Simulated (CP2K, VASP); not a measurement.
Given: the input of a run of VASP 6.6.1 on NiSb (Breithauptite). 

Contents of INCAR:

```
PREC = Accurate
ENCUT = 520
EDIFF = 1E-6
ISMEAR = 0
SIGMA = 0.02
LREAL = False
LASPH = True
NELM = 120
ALGO = Normal
ISIF = 2
LWAVE = False
LCHARG = False
ISPIN = 2
MAGMOM = 0 0 1 1
LORBIT = 11
LMAXMIX = 4
GGA = PE
NBANDS = 27
```

Contents of KPOINTS:

```
regular mesh
0
Gamma
  8 8 5
```

File POSCAR:

```
NiSb
3.928
    1.000000000000      0.000000000000      0.000000000000
   -0.500000000000      0.866025403793      0.000000000000
    0.000000000000      0.000000000000      1.303462321792
Sb Ni
2 2
Direct
    0.6666666667      0.3333333333      0.7500000000
    0.3333333333      0.6666666667      0.2500000000
    0.0000000000      0.0000000000      0.5000000000
    0.0000000000      0.0000000000      0.0000000000
```

Potentials or basis: VASP PAW PBE potentials, release 54 (Sb, Ni).

Command:

```sh
$ cat potpaw_PBE.54/Sb/POTCAR potpaw_PBE.54/Ni/POTCAR > POTCAR
$ mpirun -np 1 vasp_std > vasp.out
```

Problem. Translate it to CP2K 2026.2. Potentials or basis there: POTENTIAL_UZH Sb GTH-PBE-q5; GTH_POTENTIALS Ni GTH-PBE-q18; TZVP-MOLOPT-PBE-GTH, TZVP-MOLOPT-SR-GTH basis.

Solution. As run (cutoffs and basis follow the program's own potentials, and thresholds, step limits or extra output files can differ):

File nisb_scf.inp:

```
&GLOBAL
  PROJECT nisb_scf
  RUN_TYPE ENERGY_FORCE
  PRINT_LEVEL LOW
&END GLOBAL
&FORCE_EVAL
  METHOD QS
  STRESS_TENSOR ANALYTICAL
  &DFT
    BASIS_SET_FILE_NAME BASIS_MOLOPT_UZH
    BASIS_SET_FILE_NAME BASIS_MOLOPT_UCL
    POTENTIAL_FILE_NAME POTENTIAL_UZH
    UKS T
    MULTIPLICITY 3
    &MGRID
      CUTOFF 600
      REL_CUTOFF 60
      NGRIDS 5
    &END MGRID
    &QS
      METHOD GPW
      EPS_DEFAULT 1.0E-10
    &END QS
    &KPOINTS
      SCHEME MONKHORST-PACK 8 8 5
      GAMMA_CENTERED T
      SYMMETRY T
      SYMMETRY_BACKEND SPGLIB
    &END KPOINTS
    &SCF
      SCF_GUESS ATOMIC
      EPS_SCF 1.0E-6
      MAX_SCF 150
      ADDED_MOS 20 22
      CHOLESKY OFF
      EPS_EIGVAL 1.0E-7
      &DIAGONALIZATION ON
        ALGORITHM STANDARD
      &END DIAGONALIZATION
      &MIXING ON
        METHOD BROYDEN_MIXING
        ALPHA 0.2
        BETA 1.5
        NBUFFER 10
      &END MIXING
      &SMEAR ON
        METHOD GAUSSIAN
        SIGMA [eV] 0.02
      &END SMEAR
    &END SCF
    &XC
      &XC_FUNCTIONAL
        &GGA_X_PBE
        &END GGA_X_PBE
        &GGA_C_PBE
        &END GGA_C_PBE
      &END XC_FUNCTIONAL
    &END XC
    &PRINT
      &KPOINTS ON
      &END KPOINTS
      &MULLIKEN ON
      &END MULLIKEN
      &MO ON
        ENERGIES T
        OCCUPATION_NUMBERS T
        &EACH
          QS_SCF 0
        &END EACH
        ADD_LAST NUMERIC
      &END MO
    &END PRINT
  &END DFT
  &SUBSYS
    &CELL
      A 3.9280000000 0.0000000000 0.0000000000
      B -1.9640000000 3.4017477861 0.0000000000
      C 0.0000000000 0.0000000000 5.1200000000
      PERIODIC XYZ
    &END CELL
    &COORD
      Sb  1.9640000002 1.1339159286 3.8400000000
      Sb  -0.0000000002 2.2678318575 1.2800000000
      Ni  0.0000000000 0.0000000000 2.5600000000
      Ni  0.0000000000 0.0000000000 0.0000000000
    &END COORD
    &KIND Sb
      BASIS_SET TZVP-MOLOPT-PBE-GTH-q5
      POTENTIAL GTH-PBE-q5
    &END KIND
    &KIND Ni
      BASIS_SET TZVP-MOLOPT-SR-GTH-q18
      POTENTIAL GTH-PBE-q18
      POTENTIAL_FILE_NAME GTH_POTENTIALS
      MAGNETIZATION 1.0
    &END KIND
    &PRINT
      &ATOMIC_COORDINATES ON
      &END ATOMIC_COORDINATES
      &CELL ON
      &END CELL
    &END PRINT
  &END SUBSYS
  &PRINT
    &FORCES ON
    &END FORCES
    &STRESS_TENSOR ON
    &END STRESS_TENSOR
  &END PRINT
&END FORCE_EVAL
```

Potentials or basis: POTENTIAL_UZH Sb GTH-PBE-q5; GTH_POTENTIALS Ni GTH-PBE-q18; TZVP-MOLOPT-PBE-GTH, TZVP-MOLOPT-SR-GTH basis.

The run is started by

```console
$ OMP_NUM_THREADS=1 cp2k.psmp -i nisb_scf.inp -o nisb_scf.out
```

Both were run:

|  | VASP | CP2K |
| --- | --- | --- |
| Pressure | 3.5 GPa | 6.3 GPa |
| Net moment | 0.00 μB per cell | -0.01 μB per cell |

The potentials hold 30 and 46 valence electrons a cell.

The magnetic state is the one that the start led to; the real crystal's order can differ.

Pressure is positive in compression.
